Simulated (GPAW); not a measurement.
# PbSe (Clausthalite) (Fm-3m) in GPAW: convergence with broadening (eV)

Aim: find how far broadening (eV) must go before the results for PbSe (Clausthalite) settle, at LDA. This setting moves, with any that are tied to it; all else stays.

Everything below comes from runs of GPAW 26.7.0. Logs are shortened: lines on timing, memory, paths and dates and some standing lists are left out, and cuts for length are marked. The log counts tension as positive stress, the text compression.

## (1) Starting point

It takes space group Fm-3m (No. 225, cubic). Conventional cell: a = 6.121 Å, b = 6.121 Å, c = 6.121 Å, α = 90.00°, β = 90.00°, γ = 90.00°. Pb (site symmetry m-3m) has 6 Se at 3.06 Å as nearest neighbours. Around Se (site symmetry m-3m) lie 6 Pb at 3.06 Å.

## (2) With broadening (eV) 0.05

File run.py:

```python
import json
import numpy as np
from ase.dft.bandgap import bandgap
from ase.io import read, write
from gpaw import GPAW, PW
from gpaw.response.g0w0 import G0W0

atoms = read('POSCAR')

calc = GPAW(mode=PW(400),
            xc='LDA',
            kpts={'size': (4, 4, 4), 'gamma': True},
            occupations={'name': 'fermi-dirac', 'width': 0.001},
            nbands=19,
            convergence={'density': 1e-06},
            maxiter=150,
            txt='gpaw.txt')
atoms.calc = calc
energy = atoms.get_potential_energy()
calc.write('gs.gpw')
write('result.traj', atoms)
print(f'Energy: {energy:.6f} eV')
print('Fermi level:', round(calc.get_fermi_level(), 4), 'eV')
print(f'Gap: {bandgap(calc)[0]:.4f} eV, direct: {bandgap(calc, direct=True)[0]:.4f} eV')

calc.diagonalize_full_hamiltonian(nbands=97)
calc.write('full.gpw', mode='all')

ibz = calc.get_ibz_k_points()
gap, vbm, cbm = bandgap(calc, output=None)
gap, direct, _ = bandgap(calc, direct=True, output=None)
gamma = int(np.abs(ibz).sum(1).argmin())
kpts = sorted({gamma, vbm[1], cbm[1], direct[1]})
gw = G0W0(calc='full.gpw',
          filename='gw',
          ecut=80,
          ecut_extrapolation=False,
          relbands=(-1, 1),
          kpts=kpts,
          integrate_gamma='WS',
          nbands=93,
          frequencies={'type': 'nonlinear', 'domega0': 0.05, 'omega2': 10},
          eta=0.05)
gw.calculate()
results = {mode: {key: np.asarray(r[key]).tolist() for key in ['f', 'eps', 'vxc', 'exx', 'sigma', 'Z', 'qp', 'sigma_eskn']}
           for mode, r in gw.all_results.items()}
json.dump({'kpts': ibz[kpts].tolist(), 'results': results}, open('gw.json', 'w'))
for mode, r in results.items():
    f, qp = np.array(r['f']), np.array(r['qp'])
    print(mode, 'quasiparticle energies (eV):')
    print(qp.round(3))
    print(mode, 'gap:', round(qp[f < 0.5].min() - qp[f > 0.5].max(), 4), 'eV')
```

File POSCAR:

```
PbSe
1.0
    0.0000000000      3.0606500000      3.0606500000
    3.0606500000      0.0000000000      3.0606500000
    3.0606500000      3.0606500000      0.0000000000
Pb Se
1 1
Direct
    0.0000000000      0.0000000000      0.0000000000
    0.5000000000      0.5000000000      0.5000000000
```

Potentials or basis: the program's PAW data sets (release 1.2.1) made for this functional, pw.

Command:

```bash
OMP_NUM_THREADS=1 python run.py
```

It took 2 min on 1 thread of Arm Neoverse N1, shared host; peak memory 0.55 GiB.

The run converged. Its results:

* Free energy: -9.5903 eV
* Band gap on the k mesh, mean-field level: 0.15 eV, direct
* Quasiparticle gap: 0.22 eV
* Least direct quasiparticle gap: 0.22 eV

## (3) With broadening (eV) 0.1

run.py, as its differences from that of step 2:

```diff
@@ -42,3 +42,3 @@
           frequencies={'type': 'nonlinear', 'domega0': 0.05, 'omega2': 10},
-          eta=0.05)
+          eta=0.1)
 gw.calculate()
```

POSCAR is that of step 2.

Potentials or basis: the program's PAW data sets (release 1.2.1) made for this functional, pw.

Command:

```bash
OMP_NUM_THREADS=1 python run.py
```

Wall time 2 min (1 thread of Arm Neoverse N1, shared host); peak memory 0.55 GiB.

The run converged. Its results:

| Item | Value |
| --- | --- |
| Free energy | -9.5903 eV |
| Band gap on the k mesh, mean-field level | 0.15 eV, direct |
| Quasiparticle gap | 0.21 eV |
| Least direct quasiparticle gap | 0.21 eV |

## (4) With broadening (eV) 0.2

run.py, as its differences from that of step 3:

```diff
@@ -42,3 +42,3 @@
           frequencies={'type': 'nonlinear', 'domega0': 0.05, 'omega2': 10},
-          eta=0.1)
+          eta=0.2)
 gw.calculate()
```

POSCAR is that of step 3.

Command:

```bash
OMP_NUM_THREADS=1 python run.py
```

It took 2 min on 1 thread of Arm Neoverse N1, shared host; peak memory 0.55 GiB.

Results (log left out):

```
Free energy                              : -9.5903 eV
Band gap on the k mesh, mean-field level : 0.15 eV, direct
Quasiparticle gap                        : 0.21 eV
Least direct quasiparticle gap           : 0.21 eV
```

## (5) With broadening (eV) 0.3

run.py, as its differences from that of step 4:

```diff
@@ -42,3 +42,3 @@
           frequencies={'type': 'nonlinear', 'domega0': 0.05, 'omega2': 10},
-          eta=0.2)
+          eta=0.3)
 gw.calculate()
```

POSCAR is that of step 4.

Command:

```bash
OMP_NUM_THREADS=1 python run.py
```

Wall time 2 min (1 thread of Arm Neoverse N1, shared host); peak memory 0.55 GiB.

Results (log left out):

- Free energy: -9.5903 eV
- Band gap on the k mesh, mean-field level: 0.15 eV, direct
- Quasiparticle gap: 0.22 eV
- Least direct quasiparticle gap: 0.22 eV

## (6) With broadening (eV) 0.5

run.py, as its differences from that of step 5:

```diff
@@ -42,3 +42,3 @@
           frequencies={'type': 'nonlinear', 'domega0': 0.05, 'omega2': 10},
-          eta=0.3)
+          eta=0.5)
 gw.calculate()
```

POSCAR is that of step 5.

Potentials or basis: the program's PAW data sets (release 1.2.1) made for this functional, pw.

Command:

```bash
OMP_NUM_THREADS=1 python run.py
```

gpaw.txt:

```text
__  _  _
 | _ |_)|_||  |
 |__||  | ||/\| - 26.7.0

Input parameters:
  mode=PW(ecut=400.0),
  convergence={'density': 1e-06},
  kpts=MonkhorstPack(size=(4, 4, 4), gamma=True),
  maxiter=150,
  nbands=19,
  occupations=Occupations(name='fermi-dirac', width=0.001),
  xc=XC(name='LDA')

Diagonalizing LCAO Hamiltonian
Converting LCAO to pw mode

                Se

       Pb

Atoms  # Å, Bohr magnetons
|   | symbol |        x |        y |        z |    initial magnetic moments |
|---|--------|----------|----------|----------|-----------------------------|
| 0 |     Pb | 0.000000 | 0.000000 | 0.000000 | ( 0.0000,  0.0000,  0.0000) |
| 1 |     Se | 3.060650 | 3.060650 | 3.060650 | ( 0.0000,  0.0000,  0.0000) |

Unit cell  # Å
| periodic |        x |        y |        z |  lengths |    angles |
|----------|----------|----------|----------|----------|-----------|
|      yes | 0.000000 | 3.060650 | 3.060650 | 4.328413 | 60.000000 |
|      yes | 3.060650 | 0.000000 | 3.060650 | 4.328413 | 60.000000 |
|      yes | 3.060650 | 3.060650 | 0.000000 | 4.328413 | 60.000000 |

Number of symmetries: 48
Symmetry operations  # r_c * U_cc + t_c -> r_c
|    | kind |            matrix            |
|----|------|------------------------------|
|  0 |  σ   |  1, 0, 0,  1, 0,-1,  1,-1, 0 |
|  1 |  C2  |  1, 0, 0,  1,-1, 0,  1, 0,-1 |
|  2 |  E   |  1, 0, 0,  0, 1, 0,  0, 0, 1 |
|  3 |  σ   |  1, 0, 0,  0, 0, 1,  0, 1, 0 |
|  4 |  C4  |  1, 0,-1,  1, 0, 0,  1,-1, 0 |
|  5 |  S6  |  1, 0,-1,  1,-1, 0,  1, 0, 0 |
|  6 |  σ   |  1, 0,-1,  0, 1,-1,  0, 0,-1 |
|  7 |  C3  |  1, 0,-1,  0, 0,-1,  0, 1,-1 |
|  8 |  S6  |  1,-1, 0,  1, 0, 0,  1, 0,-1 |
|  9 |  C4  |  1,-1, 0,  1, 0,-1,  1, 0, 0 |
| 10 |  C3  |  1,-1, 0,  0,-1, 1,  0,-1, 0 |
| 11 |  σ   |  1,-1, 0,  0,-1, 0,  0,-1, 1 |
| 12 |  σ   |  0, 1, 0,  1, 0, 0,  0, 0, 1 |
| 13 |  C4  |  0, 1, 0,  0, 1,-1, -1, 1, 0 |
| 14 |  C3  |  0, 1, 0,  0, 0, 1,  1, 0, 0 |
| 15 |  S6  |  0, 1, 0, -1, 1, 0,  0, 1,-1 |
| 16 |  C2  |  0, 1,-1,  1, 0,-1,  0, 0,-1 |
| 17 |  σ   |  0, 1,-1,  0, 1, 0, -1, 1, 0 |
| 18 |  S4  |  0, 1,-1,  0, 0,-1,  1, 0,-1 |
| 19 |  C4  |  0, 1,-1, -1, 1, 0,  0, 1, 0 |
| 20 |  C3  |  0, 0, 1,  1, 0, 0,  0, 1, 0 |
| 21 |  σ   |  0, 0, 1,  0, 1, 0,  1, 0, 0 |
| 22 |  S6  |  0, 0, 1,  0,-1, 1, -1, 0, 1 |
| 23 |  C4  |  0, 0, 1, -1, 0, 1,  0,-1, 1 |
| 24 |  S4  |  0, 0,-1,  1, 0,-1,  0, 1,-1 |
| 25 |  C3  |  0, 0,-1,  0, 1,-1,  1, 0,-1 |
| 26 |  C2  |  0, 0,-1,  0,-1, 0, -1, 0, 0 |
| 27 |  S6  |  0, 0,-1, -1, 0, 0,  0,-1, 0 |
| 28 |  S4  |  0,-1, 1,  1,-1, 0,  0,-1, 0 |
| 29 |  C4  |  0,-1, 1,  0, 0, 1, -1, 0, 1 |
| 30 |  C2  |  0,-1, 1,  0,-1, 0,  1,-1, 0 |
| 31 |  σ   |  0,-1, 1, -1, 0, 1,  0, 0, 1 |
| 32 |  C3  |  0,-1, 0,  1,-1, 0,  0,-1, 1 |
| 33 |  S6  |  0,-1, 0,  0, 0,-1, -1, 0, 0 |
| 34 |  S4  |  0,-1, 0,  0,-1, 1,  1,-1, 0 |
| 35 |  C2  |  0,-1, 0, -1, 0, 0,  0, 0,-1 |
| 36 |  C2  | -1, 1, 0,  0, 1, 0,  0, 1,-1 |
| 37 |  S6  | -1, 1, 0,  0, 1,-1,  0, 1, 0 |
| 38 |  S4  | -1, 1, 0, -1, 0, 1, -1, 0, 0 |
| 39 |  C3  | -1, 1, 0, -1, 0, 0, -1, 0, 1 |
| 40 |  S6  | -1, 0, 1,  0, 0, 1,  0,-1, 1 |
| 41 |  C2  | -1, 0, 1,  0,-1, 1,  0, 0, 1 |
| 42 |  C3  | -1, 0, 1, -1, 1, 0, -1, 0, 0 |
| 43 |  S4  | -1, 0, 1, -1, 0, 0, -1, 1, 0 |
| 44 |  C2  | -1, 0, 0,  0, 0,-1,  0,-1, 0 |
| 45 |  i   | -1, 0, 0,  0,-1, 0,  0, 0,-1 |
| 46 |  σ   | -1, 0, 0, -1, 1, 0, -1, 0, 1 |
| 47 |  C2  | -1, 0, 0, -1, 0, 1, -1, 1, 0 |

BZ-sampling:
  Number of BZ points: 64
  Number of IBZ points: 8

  Monkhorst-Pack size: [4, 4, 4]
  Monkhorst-Pack shift: [0.125, 0.125, 0.125]

K-points  # in reciprocal-cell coordinates
|   |                                coordinates |     weight |
|---|--------------------------------------------|------------|
| 0 | (  0.00000000,   0.00000000,   0.00000000) | 0.01562500 |
| 1 | (  0.25000000,   0.25000000,   0.00000000) | 0.09375000 |
| 2 | (  0.25000000,   0.25000000,   0.25000000) | 0.12500000 |
| 3 | (  0.50000000,   0.25000000,  -0.25000000) | 0.09375000 |
| 4 | (  0.50000000,   0.25000000,   0.25000000) | 0.18750000 |
| 5 | (  0.50000000,   0.50000000,   0.00000000) | 0.04687500 |
| 6 | (  0.50000000,   0.50000000,   0.25000000) | 0.37500000 |
| 7 | (  0.50000000,   0.50000000,   0.50000000) | 0.06250000 |

Plane wave coefficients: 1056
Cutoff: 400.0 eV

Spin-components: 1 (collinear spins)
Bands:           19
Projectors:      11
Spin-degeneracy: 2
Datatype:        complex128

Parallelization:
  kpt:    1
  domain: 1
  band:   1

Density:
  Valence electrons: 20.0
  Components: 1
  Grid points: [20 20 20]
  Charge: 0.0  # |e|

Potential:
  Grid points: [20 20 20]

species:
  Pb:
    name:    Lead
    Z:       82.0
    valence: 14
    core:    68
    charge:  0.0  # [|e|]
    compensation charges:
      type: gauss
      rc: 0.38  # [Å]
      lmax: 2
    cutoffs:
      filter: 2.36  # [Å]
      core: 2.43  # [Å]
    projectors
    | kind |    occ | energy [eV] | rcut [Å] |
    |------|--------|-------------|----------|
    |   6s |  2.000 |     -12.249 |    1.259 |
    |   6p |  2.000 |      -3.713 |    1.275 |
    |   5d | 10.000 |     -21.326 |    1.217 |
    |    s |        |      14.962 |    1.259 |
    |    p |        |      23.498 |    1.275 |
    |    d |        |       5.885 |    1.217 |

    Using partial waves for Pb as LCAO basis

  Se:
    name:    Selenium
    Z:       34.0
    valence: 6
    core:    28
    charge:  0.0  # [|e|]
    compensation charges:
      type: gauss
      rc: 0.27  # [Å]
      lmax: 2
    cutoffs:
      filter: 1.77  # [Å]
      core: 2.67  # [Å]
    projectors
    | kind |    occ | energy [eV] | rcut [Å] |
    |------|--------|-------------|----------|
    |   4s |  2.000 |     -17.472 |    0.847 |
    |   4p |  4.000 |      -6.656 |    1.005 |
    |    s |        |       9.739 |    0.847 |
    |    p |        |      20.555 |    1.005 |
    |    d |        |       0.000 |    0.847 |

    Using partial waves for Se as LCAO basis

Reference energy: -632988.107271  # eV

eigensolver:
  PPCG
  Converge bands: occupied
  niter=2

density mixing:
  MSR1-Mixer
  Pratt-step length: 0.05
  Maximum mixing coefficient: 0.75
  Old densities: 10
  SVD Regularization: 0.005
  Good broyden scale: 1.0
  Trust region scale: 1.0
  Backstep threshold: 4.0
  History deletion threshold: 6.0
  Fourier metric: weight=20.0, sigma=0.015

occupation numbers:
  Fermi-Dirac:
    width: 0.0010  # eV

poisson solver:
  ecut: 3200.0  # eV

xc functional:
  name: None

convergence criteria:
- Maximum integral of absolute [dens]ity change: 1e-06 electrons / valence electron
- Maximum [total energy] change in last 3 cyles: 0.0005 eV / valence electron
- Maximum integral of absolute [eigenst]ate change: 4e-08 eV^2 / valence electron
maximum number of iterations: 150

SCF iterations
|iter     | |      energy | eigst |  dens |
|---------|-|-------------|-------|-------|
|iter:   1| |   -9.844073 | -0.31 |       |
|iter:   2| |   -9.786041 | -2.20 | -1.25 |
|iter:   3| |   -9.592885 | -2.02 | -1.30 |
|iter:   4| |   -9.590649 | -4.07 | -1.92 |
|iter:   5| |   -9.590313c| -4.81 | -2.33 |
|iter:   6| |   -9.590314c| -5.94 | -3.34 |
|iter:   7| |   -9.590315c| -6.98 | -3.91 |
|iter:   8| |   -9.590315c| -7.90c| -4.58 |
|iter:   9| |   -9.590315c| -8.12c| -5.28 |
|iter:  10| |   -9.590315c| -8.82c| -5.90 |
|iter:  11| |   -9.590315c| -9.11c| -6.84c|

Converged in 11 steps
Energy contributions relative to reference atoms: (reference = -632988.107271)

Energy contributions:
  Kinetic:          16.063461
  Coulomb:         -16.666915
  Zero:             -0.018083
  External:          0.000000
  Xc:               -8.968778
  Entropy:          -0.000000
  Spinorbit:         0.000000
  ----------------------------
  Free energy:      -9.590315
  Extrapolated:     -9.590315

dipole moment: (-25.975210, -25.975210, -25.975210)  # |e|*Ang

Fermi level: 5.891
Eigenvalues  # (at kpt = [0.000, 0.000, 0.000])
| band index |      eig [eV] | occ [0-2] |
|------------|---------------|-----------|
|          0 |       -10.962 |     2.000 |
|        ... |               |           |
|          2 |       -10.955 |     2.000 |
|          3 |       -10.955 |     2.000 |
|          4 |       -10.955 |     2.000 |
|          5 |        -7.858 |     2.000 |
|          6 |        -0.619 |     2.000 |
|          7 |         3.894 |     2.000 |
[... 9 lines left out ...]
|         17 |        14.041 |     0.000 |
|         18 |        14.804 |     0.000 |

Gap: 0.145 eV
Transition (v -> c):
  (s=0, k=7, n=9, [0.50, 0.50, 0.50]) -> (s=0, k=7, n=10, [0.50, 0.50, 0.50])
No difference between direct/indirect transitions
# Writing to gs.gpw (mode='')

Matrix size: 1056x1056
# Writing to full.gpw (mode='all')
```

stdout:

```text
Energy: -9.590315 eV
Fermi level: 5.8912 eV
Gap: 0.1454 eV, direct: 0.1454 eV
IBZ(<points: 8, symmetries: 48>)
Occupied bands: 10
Calculating eigenvalues:
  k-points: 2
  Bands: 9-10 (inclusive)
HSE06-eigenvalue shifts:
  min: -2.255 eV
  ave: 1.514 eV
  max: 5.328 eV
GW quasiparticle energies (eV):
[[[ 3.911 10.918]
  [ 6.061  6.294]]]
GW gap: 0.2329 eV
```

gw.w.txt:

```text
NonLinearFrequencyDescriptor(from 0.000 to 85.992 eV, 378 points)
NonLinearFrequencyDescriptor(from 0.000 to 85.992 eV, 378 points)

BZ k-points: Symmetries present (total): 48

64 k-points: 4 x 4 x 4 Monkhorst-Pack grid + [1/8,1/8,1/8]
8 k-points in the irreducible part of the Brillouin zone
[... 126 lines left out ...]
band       f     eps     vxc     exx   sigma  dsigma       Z      qp
                                                                   GW
   9   1.000   3.894 -14.505 -16.760   2.278  -0.357   0.737   3.911
  10   0.000  10.339 -13.994  -8.667  -4.552  -0.340   0.746  10.918

k-point 1 (7): (0.500, 0.500, 0.500)                GW
band       f     eps     vxc     exx   sigma  dsigma       Z      qp
                                                                   GW
   9   1.000   5.770 -16.257 -16.796   0.917  -0.297   0.771   6.061
  10   0.000   5.915 -11.781  -8.260  -3.043  -0.262   0.792   6.294
```

It took 2 min on 1 thread of Arm Neoverse N1, shared host; peak memory 0.55 GiB.

Results:

| Item | Value |
| --- | --- |
| Free energy | -9.5903 eV |
| Band gap on the k mesh, mean-field level | 0.15 eV, direct |
| Quasiparticle gap | 0.23 eV |
| Least direct quasiparticle gap | 0.23 eV |

## (7) The series at a glance

| broadening (eV) | quasiparticle gap at the points computed (eV) | SCF cycles | CPU time (s) | peak memory (GiB) |
| --- | --- | --- | --- | --- |
| 0.05 | 0.223 | 11 | 120 | 0.55 |
| 0.1 | 0.210 | 11 | 120 | 0.55 |
| 0.2 | 0.210 | 11 | 120 | 0.55 |
| 0.3 | 0.216 | 11 | 120 | 0.55 |
| 0.5 | 0.233 | 11 | 120 | 0.55 |

Against the tightest run, the quasiparticle gap at the points computed stays within 0.05 eV from 0.05 on. The tightest run that finished is the yardstick and may itself not be fully converged.

Caveats: all runs use coarse meshes; the quasiparticle gap is taken among the few k points that were corrected; the long-wavelength limit can be off by a per cent or two; spin-orbit coupling is left out, which as a rule narrows the gap of such compounds by several tenths of an eV.
